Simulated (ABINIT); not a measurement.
# SrO (Fm-3m) in ABINIT: notebook

The runs below take SrO through band structure, equation of state, with PBE, RPBE+D3(BJ), revPBE+D3(BJ), BP86.

All numbers are computed with ABINIT 10.8.3 (patched build); they aren't measurements. Logs are shortened: lines on timing, memory, paths and dates and some standing lists are left out, and cuts for length are marked. The log counts tension as positive stress, the text compression.

### 1 The crystal as given

Symmetry: Fm-3m, No. 225, cubic system. The conventional cell has a = 5.133 Å, b = 5.133 Å, c = 5.133 Å, α = 90.00°, β = 90.00°, γ = 90.00°. Around Sr (site symmetry m-3m) lie 6 O at 2.57 Å. O (site symmetry m-3m) has 6 Sr at 2.57 Å as nearest neighbours.

### 2 Band structure, PBE

Contents of run.abi:

```
# Datasets: ground state, then fixed potential
ndtset 2

# Pseudopotentials
pp_dirpath "./"
pseudos "Sr.GGA_PBE-JTH.xml, O.GGA_PBE-JTH.xml"

# Structure
acell 3*1.0
rprim
     0.0000000000     4.8496041536     4.8496041536
     4.8496041536     0.0000000000     4.8496041536
     4.8496041536     4.8496041536     0.0000000000
ntypat 2
znucl 38 8
natom 2
typat 1 2
xcart
     2.5663000000     2.5663000000     2.5663000000
     0.0000000000     0.0000000000     0.0000000000 Angstrom

# Plane-wave basis
ecut 23.0
pawecutdg 45.0

# Exchange and correlation
ixc 11

# Bands and occupations
occopt 3
tsmear 0.05 eV

# SCF cycle
nstep 100

# Output
iomode 3
prtwf 0
prteig 0
prtebands 0
enunit 1
prtden1 1
prtvha1 1
prtvclmb1 1
prtpot1 1

# Dataset 1
kptopt1 1
ngkpt1 9 9 9
nshiftk1 1
shiftk1 0.0 0.0 0.0
nband1 12
tolvrs1 1.0e-9

# Dataset 2: bands along G-X-W-K-G-L-U-W-L-K
iscf2 -2
getden2 1
nband2 18
nbdbuf2 4
tolwfr2 1.0e-11
kptopt2 -9
ndivsm2 8
prteig2 1
prtvol2 -3
kptbounds2
     0.0000000000     0.0000000000     0.0000000000
     0.5000000000     0.0000000000     0.5000000000
     0.5000000000     0.2500000000     0.7500000000
     0.3750000000     0.3750000000     0.7500000000
     0.0000000000     0.0000000000     0.0000000000
     0.5000000000     0.5000000000     0.5000000000
     0.6250000000     0.2500000000     0.6250000000
     0.5000000000     0.2500000000     0.7500000000
     0.5000000000     0.5000000000     0.5000000000
     0.3750000000     0.3750000000     0.7500000000
```

Potentials or basis: JTH PAW PBE v2.0.

On the command line:

```console
> abinit run.abi > log 2>&1
```

run.abo:

```text
.Version 10.8.3 of ABINIT
 DATASET    1 : space group Fm -3 m (#225); Bravais cF (face-center cubic)
================================================================================
 Values of the parameters that define the memory need for DATASET  1.
     intxc =       0    ionmov =       0      iscf =      17    lmnmax =      18
     lnmax =       6     mgfft =      30  mpssoang =       3    mqgrid =    3001
     natom =       2  nloc_mem =       2    nspden =       1   nspinor =       1
    nsppol =       1      nsym =      48    n1xccc =       1    ntypat =       2
    occopt =       3   xclevel =       2
       mpw =        1219          nfft =       27000          nkpt =          35
 PAW method is used; the additional fine FFT grid is defined by:
   mgfftf=        45    nfftf =     91125
================================================================================
================================================================================

 DATASET    2 : space group Fm -3 m (#225); Bravais cF (face-center cubic)
================================================================================
 Values of the parameters that define the memory need for DATASET  2.
     intxc =       0    ionmov =       0      iscf =      -2    lmnmax =      18
     lnmax =       6     mgfft =      30  mpssoang =       3    mqgrid =    3001
     natom =       2  nloc_mem =       2    nspden =       1   nspinor =       1
    nsppol =       1      nsym =      48    n1xccc =       1    ntypat =       2
    occopt =       3   xclevel =       2
       mpw =        1243          nfft =       27000          nkpt =         139
 PAW method is used; the additional fine FFT grid is defined by:
   mgfftf=        45    nfftf =     91125
================================================================================
================================================================================

--------------------------------------------------------------------------------
------------- Echo of variables that govern the present computation ------------
--------------------------------------------------------------------------------
 -outvars: echo values of preprocessed input variables --------
            acell      1.0000000000E+00  1.0000000000E+00  1.0000000000E+00 Bohr
              amu      8.76200000E+01  1.59994000E+01
             ecut      2.30000000E+01 Hartree
           enunit           1
           getden1          0
           getden2          1
             iscf1         17
             iscf2         -2
              ixc          11
           jdtset        1    2
           kptopt1          1
           kptopt2         -9
         kptrlatt        9    0    0      0    9    0      0    0    9
          kptrlen1     6.17253837E+01
          kptrlen2     3.00000000E+01
            natom           2
            nband1         12
            nband2         18
           nbdbuf1          0
           nbdbuf2          4
           ndtset           2
[... 1282 lines left out ...]
...

 Integrated electronic density in atomic spheres:
 ------------------------------------------------
 Atom  Sphere_radius  Integrated_density
    1        2.20670          7.35688296
    2        1.41465          4.51672397

================================================================================

 ----iterations are completed or convergence reached----

 Mean square residual over all n,k,spin=   39.655E-13; max=  99.910E-13
 reduced coordinates (array xred) for    2 atoms
       0.500000000342      0.500000000342      0.500000000342
       0.000000000342      0.000000000342      0.000000000342

 cartesian coordinates (angstrom) at end:
    1      2.56630000000000     2.56630000000000     2.56630000000000
    2      0.00000000175536     0.00000000175536     0.00000000175536
 length scales=  1.000000000000  1.000000000000  1.000000000000 bohr
              =  0.529177210544  0.529177210544  0.529177210544 angstroms
 Eigenvalues (   eV  ) for nkpt= 139  k points:
 kpt#   1, nband= 18, wtk=  1.00000, kpt=  0.0000  0.0000  0.0000 (reduced coord)
 -27.63513  -10.41814   -9.26586   -9.26586   -9.26586    4.65803    4.65803    4.65803
   8.70401   10.93172   10.93172   10.93172   13.11078   13.11078   17.14214   27.87445
  27.87609   27.87761
 kpt#   2, nband= 18, wtk=  1.00000, kpt=  0.0217  0.0000  0.0217 (reduced coord)
 -27.63427  -10.43688   -9.26764   -9.26764   -9.24679    4.62509    4.65549    4.65549
   8.73538   10.90588   10.95255   10.95255   13.11733   13.13876   17.18657   27.85174
  27.85291   27.85419
 kpt#   3, nband= 18, wtk=  1.00000, kpt=  0.0435  0.0000  0.0435 (reduced coord)
 -27.63170  -10.48863   -9.27295   -9.27295   -9.19432    4.53162    4.64810    4.64810
   8.82484   10.83070   11.01462   11.01462   13.13691   13.22157   17.31748   27.77738
  27.77882   27.81210
 kpt#   4, nband= 18, wtk=  1.00000, kpt=  0.0652  0.0000  0.0652 (reduced coord)
 -27.62746  -10.56322   -9.28169   -9.28169   -9.11944    4.39132    4.63651    4.63651
   8.96073   10.71251   11.11673   11.11673   13.16937   13.35565   17.52839   27.62384
  27.65640   27.96280
 kpt#   5, nband= 18, wtk=  1.00000, kpt=  0.0870  0.0000  0.0870 (reduced coord)
[... 525 lines left out ...]
  10.10029   12.14598   13.76757   14.45620   16.02505   17.56960   18.66657   20.83766
  21.67920   25.54280
 kpt# 137, nband= 18, wtk=  1.00000, kpt=  0.3929  0.3929  0.7143 (reduced coord)
 -27.45798  -11.29062   -9.99437   -9.50757   -8.76035    3.54111    3.99320    4.17052
   9.88262   12.28753   13.66424   14.60915   15.93046   17.52204   18.85611   20.67609
  21.78044   25.37881
 kpt# 138, nband= 18, wtk=  1.00000, kpt=  0.3839  0.3839  0.7321 (reduced coord)
 -27.45576  -11.21527  -10.04690   -9.52332   -8.82582    3.63561    4.04728    4.20301
   9.67532   12.44677   13.56806   14.75946   15.83724   17.50762   18.90646   20.60539
  21.80323   25.19132
 kpt# 139, nband= 18, wtk=  1.00000, kpt=  0.3750  0.3750  0.7500 (reduced coord)
 -27.45440  -11.15099  -10.08030   -9.53729   -8.88694    3.72393    4.09997    4.21670
   9.48137   12.61372   13.48240   14.89515   15.74991   17.53725   18.76661   20.68339
  21.74158   25.26401

== END DATASET(S) ==============================================================
================================================================================

 -outvars: echo values of variables after computation  --------
            acell      1.0000000000E+00  1.0000000000E+00  1.0000000000E+00 Bohr
           etotal1    -4.7314247474E+01
            fcart1    -0.0000000000E+00 -0.0000000000E+00 -0.0000000000E+00
                      -0.0000000000E+00 -0.0000000000E+00 -0.0000000000E+00
            rprim      0.0000000000E+00  4.8496041536E+00  4.8496041536E+00
                       4.8496041536E+00  0.0000000000E+00  4.8496041536E+00
                       4.8496041536E+00  4.8496041536E+00  0.0000000000E+00
           strten1    -1.0352102270E-04 -1.0352102270E-04 -1.0352102270E-04
                       0.0000000000E+00  0.0000000000E+00  0.0000000000E+00
           xangst      2.5663000000E+00  2.5663000000E+00  2.5663000000E+00
                       1.7553559541E-09  1.7553559541E-09  1.7553559541E-09
             xred      5.0000000034E-01  5.0000000034E-01  5.0000000034E-01
                       3.4200131616E-10  3.4200131616E-10  3.4200131616E-10
 Calculation completed.
```

It took 57 s on 1 thread of Arm Neoverse V1, shared host; peak memory 0.15 GiB.

Results:

```
Free energy                                           : -1287.4863 eV
Pressure                                              : 3.0 GPa
Band gap on the k mesh                                : 3.37 eV, indirect (least direct gap 3.45 eV)
Band gap along the path                               : 3.31 eV, indirect (least direct gap 3.38 eV)
Valence electrons inside the program's atomic spheres : Sr 7.36; O 4.52
```

Levels at the corners of the path, in eV from the valence-band top:
```
point  band 4  band 5  band 6  band 7  band 8  band 9  band 10  band 11  band 12  band 13
    Γ  -13.92  -13.92    0.00    0.00    0.00    4.05     6.27     6.27     6.27     8.45
    X  -14.30  -14.30   -0.40   -0.07   -0.07    3.31     7.89    10.27    10.38    11.20
    W  -14.61  -13.36   -1.11   -0.41   -0.41    6.06     6.06     8.71    11.22    11.44
    K  -14.20  -13.54   -0.93   -0.56   -0.44    4.82     7.96     8.82    10.24    11.09
    Γ  -13.92  -13.92    0.00    0.00    0.00    4.05     6.27     6.27     6.27     8.45
    L  -14.01  -12.76   -2.15   -1.12   -1.12    6.62     8.46     8.93     8.93    12.03
    U  -14.20  -13.54   -0.93   -0.56   -0.44    4.82     7.96     8.82    10.24    11.09
    W  -14.61  -13.36   -1.11   -0.41   -0.41    6.06     6.06     8.71    11.22    11.44
    L  -14.01  -12.76   -2.15   -1.12   -1.12    6.62     8.46     8.93     8.93    12.03
    K  -14.20  -13.54   -0.93   -0.56   -0.44    4.82     7.96     8.82    10.24    11.09
```

### 3 Band structure, PBE

run.abi, as its differences from that of step 2:

```diff
@@ -5,10 +5,10 @@
 pp_dirpath "./"
-pseudos "Sr.GGA_PBE-JTH.xml, O.GGA_PBE-JTH.xml"
+pseudos "Sr_ONCV_PBE-1.2.upf, O_ONCV_PBE-1.2.upf"
 
 # Structure
-acell 3*1.0
+acell 3*1.0 Angstrom
 rprim
-     0.0000000000     4.8496041536     4.8496041536
-     4.8496041536     0.0000000000     4.8496041536
-     4.8496041536     4.8496041536     0.0000000000
+     0.0000000000     2.5663000000     2.5663000000
+     2.5663000000     0.0000000000     2.5663000000
+     2.5663000000     2.5663000000     0.0000000000
 ntypat 2
@@ -17,9 +17,8 @@
 typat 1 2
-xcart
-     2.5663000000     2.5663000000     2.5663000000
-     0.0000000000     0.0000000000     0.0000000000 Angstrom
+xred
+     0.5000000000     0.5000000000     0.5000000000
+     0.0000000000     0.0000000000     0.0000000000
 
 # Plane-wave basis
-ecut 23.0
-pawecutdg 45.0
+ecut 42.0
 
@@ -40,3 +39,2 @@
 prtebands 0
-enunit 1
 prtden1 1
@@ -45,2 +43,3 @@
 prtpot1 1
+prtelf1 1
 
@@ -52,3 +51,3 @@
 nband1 12
-tolvrs1 1.0e-9
+tolvrs1 1.0e-10
 
@@ -63,3 +62,2 @@
 prteig2 1
-prtvol2 -3
 kptbounds2
```

Potentials or basis: SG15 NC PBE v1.2.

On the command line:

```console
> abinit run.abi > log 2>&1
```

Wall time 2.7 min (1 thread of Arm Neoverse V1, shared host); peak memory 0.19 GiB.

It converged, with:

| Property | Result |
| --- | --- |
| Free energy | -1285.3850 eV |
| Pressure | 3.1 GPa |
| Band gap on the k mesh | 3.37 eV, indirect (least direct gap 3.46 eV) |
| Band gap along the path | 3.31 eV, indirect (least direct gap 3.39 eV) |
| Valence electrons inside the program's atomic spheres | Sr 6.79; O 6.12 |

Levels at the corners of the path, in eV from the valence-band top:
```csv
point,band 4,band 5,band 6,band 7,band 8,band 9,band 10,band 11,band 12,band 13
Γ,-13.94,-13.94,0.00,0.00,0.00,4.05,6.27,6.27,6.27,8.46
X,-14.31,-14.31,-0.41,-0.08,-0.08,3.31,7.89,10.27,10.38,11.19
W,-14.62,-13.36,-1.12,-0.42,-0.42,6.06,6.06,8.71,11.21,11.44
K,-14.21,-13.54,-0.94,-0.56,-0.45,4.83,7.95,8.82,10.24,11.09
Γ,-13.94,-13.94,0.00,0.00,0.00,4.05,6.27,6.27,6.27,8.46
L,-14.02,-12.76,-2.16,-1.12,-1.12,6.61,8.47,8.92,8.92,12.02
U,-14.21,-13.54,-0.94,-0.56,-0.45,4.83,7.95,8.82,10.24,11.09
W,-14.62,-13.36,-1.12,-0.42,-0.42,6.06,6.06,8.71,11.21,11.44
L,-14.02,-12.76,-2.16,-1.12,-1.12,6.61,8.47,8.92,8.92,12.02
K,-14.21,-13.54,-0.94,-0.56,-0.45,4.83,7.95,8.82,10.24,11.09
```

### 4 Equation of state, RPBE+D3(BJ)

Contents of run.py:

```python
import json, os
import numpy as np
from ase.eos import EquationOfState
from ase.units import GPa
from ase.calculators.mixing import SumCalculator
from dftd3.ase import DFTD3
from ase.calculators.abinit import Abinit, AbinitProfile
from ase import Atoms

atoms = Atoms(['Sr', 'O'],
              cell=[[0.0, 2.5663, 2.5663], [2.5663, 0.0, 2.5663], [2.5663, 2.5663, 0.0]],
              scaled_positions=[[0.5, 0.5, 0.5], [0.0, 0.0, 0.0]],
              pbc=True)

profile = AbinitProfile(command='abinit', pp_paths=[os.path.abspath('pseudos')])
params = dict(
    pps='pawxml', xc='PBE',
    ecut=625.8619,
    pawecutdg=1224.5124,
    kptopt=1,
    ngkpt=[9, 9, 9],
    nshiftk=1,
    shiftk=[0.0, 0.0, 0.0],
    ixc=15,
    nband=12,
    occopt=3,
    tsmear=0.05,
    nstep=100,
    tolvrs=1e-09,
    prtwf=0,
    prtden=0,
)

cell0 = atoms.cell.copy()
volumes, energies = [], []
for i, x in enumerate([0.94, 0.96, 0.98, 1.0, 1.02, 1.04, 1.06]):
    atoms.set_cell(cell0 * x ** (1 / 3), scale_atoms=True)
    atoms.calc = SumCalculator([Abinit(profile=profile, directory=f'v{i}', **params), DFTD3(method='rpbe', damping='d3bj')])
    volumes.append(atoms.get_volume() / len(atoms))
    dft, disp = atoms.calc.mixer.calcs
    energies.append((dft.get_property('free_energy', atoms) + disp.get_property('energy', atoms)) / len(atoms))
    print(f'{x:5.2f} {volumes[-1]:10.5f} A^3/atom {energies[-1]:14.6f} eV/atom', flush=True)
    json.dump(dict(volumes=volumes, energies=energies), open('results.json', 'w'))
v0, e0, b0 = EquationOfState(volumes, energies, eos='sjeos').fit()
print(f'V0 {v0:.4f} A^3/atom  E0 {e0:.6f} eV/atom  B0 {b0 / GPa:.2f} GPa')
```

Potentials or basis: JTH PAW PBE v2.0.

On the command line:

```console
> python run.py
```

The log of the run:

```text
0.94   15.88730 A^3/atom    -644.469117 eV/atom
 0.96   16.22533 A^3/atom    -644.447292 eV/atom
 0.98   16.56336 A^3/atom    -644.421638 eV/atom
 1.00   16.90138 A^3/atom    -644.392561 eV/atom
 1.02   17.23941 A^3/atom    -644.360502 eV/atom
 1.04   17.57744 A^3/atom    -644.325940 eV/atom
 1.06   17.91547 A^3/atom    -644.288980 eV/atom
V0 14.6759 A^3/atom  E0 -644.507102 eV/atom  B0 140.46 GPa
```

abinit.in:

```text
ecut 625.8619 eV
ixc 15
kptopt 1
natom 2
nband 12
ngkpt
9 9 9
nshiftk 1
nsppol 1
nstep 100
occopt 3
pawecutdg 1224.5124 eV
prtden 0
prtwf 0
shiftk
0.0 0.0 0.0
tolvrs 1e-09
tsmear 0.05 eV
#Definition of the unit cell
acell
1.00000000000000 1.00000000000000 1.00000000000000 Angstrom
rprim
0.00000000000000 2.61663238618213 2.61663238618213
2.61663238618213 0.00000000000000 2.61663238618213
2.61663238618213 2.61663238618213 0.00000000000000
chkprim 0 # Allow non-primitive cells
#Definition of the atom types
ntypat 2
znucl 8 38
#Enumerate different atomic species
typat
 2 1
pseudos "./pseudos/O.GGA_PBE-JTH.xml,
./pseudos/Sr.GGA_PBE-JTH.xml"
#Definition of the atoms
xcart
4.94471858187940 4.94471858187940 4.94471858187940
0.00000000000000 0.00000000000000 0.00000000000000
chkexit 1 # abinit.exit file in the running directory terminates after the current SCF
```

abinit.abo:

```text
.Version 10.8.3 of ABINIT
 Symmetries : space group Fm -3 m (#225); Bravais cF (face-center cubic)
================================================================================
 Values of the parameters that define the memory need of the present run
     intxc =       0    ionmov =       0      iscf =      17    lmnmax =      18
[... 268 lines left out ...]
           strten     -2.8421853549E-05 -2.8421853549E-05 -2.8421853549E-05
                       0.0000000000E+00  0.0000000000E+00  0.0000000000E+00
           xangst      2.6166323861E+00  2.6166323861E+00  2.6166323861E+00
                      -9.8104767179E-11 -9.8104767179E-11 -9.8104767179E-11
             xred      4.9999999998E-01  4.9999999998E-01  4.9999999998E-01
                      -1.8746379449E-11 -1.8746379449E-11 -1.8746379449E-11
 Calculation completed.
```

It took 2.4 min on 1 thread of Arm Neoverse V1, shared host; peak memory 0.11 GiB.

What came out:

```yaml
Equilibrium_volume: "14.68 Å³/atom (rough: see the caveat)"
Bulk_modulus: 142 GPa (rough)
```

Energy against volume, from the lowest point:
| volume (Å³/atom) | energy (meV/atom) |
| --- | --- |
| 15.887 | 0.00 |
| 16.225 | 21.83 |
| 16.563 | 47.48 |
| 16.901 | 76.56 |
| 17.239 | 108.62 |
| 17.577 | 143.18 |
| 17.915 | 180.14 |

Caveat: pressures at fixed basis lie under the slope of the energies; the minimum lies outside the volumes run; the log and the count of SCF iterations are those of the last ABINIT call alone; the PAW data sets were made with another functional, which shifts forces and pressure a little.

### 5 Equation of state, revPBE+D3(BJ)

Contents of run.abi:

```
# Datasets: one volume each
ndtset 7
getwfk -1
scalecart1 3*0.9795861087
scalecart2 3*0.9864848297
scalecart3 3*0.9932883884
scalecart4 3*1.0000000000
scalecart5 3*1.0066227096
scalecart6 3*1.0131594038
scalecart7 3*1.0196128224

# Pseudopotentials
pp_dirpath "./"
pseudos "Sr.GGA_PBE-JTH.xml, O.GGA_PBE-JTH.xml"

# Structure
acell 3*1.0
rprim
     0.0000000000     4.8496041536     4.8496041536
     4.8496041536     0.0000000000     4.8496041536
     4.8496041536     4.8496041536     0.0000000000
ntypat 2
znucl 38 8
natom 2
typat 1 2
xred
     0.5000000000     0.5000000000     0.5000000000
     0.0000000000     0.0000000000     0.0000000000

# Plane-wave basis
ecut 625.861884 eV
pawecutdg 45.0

# k points
kptopt 1
ngkpt 9 9 9
nshiftk 1
shiftk 0.0 0.0 0.0

# Exchange and correlation
ixc 14
vdw_xc 7

# Bands and occupations
nband 12
occopt 3
tsmear 0.00183747

# SCF cycle
nstep 100
tolvrs 1.0e-9

# Output
iomode 3
prtwf 1
prtden 0
prteig 0
prtebands 0
```

On the command line:

```console
> abinit run.abi > log 2>&1
```

It took 2 min on 1 thread of Arm Neoverse V1, shared host; peak memory 0.15 GiB.

The run converged. Its results:

| Quantity | Value |
| --- | --- |
| Equilibrium volume | 17.10 Å³/atom |
| Bulk modulus | 87 GPa |
| Pressure derivative of the bulk modulus | 4.5 |

Energy against volume, from the lowest point:
```
volume (Å³/atom)  energy (meV/atom)
          15.887              26.38
          16.225              13.06
          16.563               4.52
          16.901               0.31
          17.239               0.00
          17.577               3.12
          17.915               9.37
```

Caveat: pressures at fixed basis lie under the slope of the energies; the PAW data sets were made with another functional, which shifts forces and pressure a little. Zero-point motion and thermal expansion aren't in these numbers.

(Part 1 of 2 ends here.)
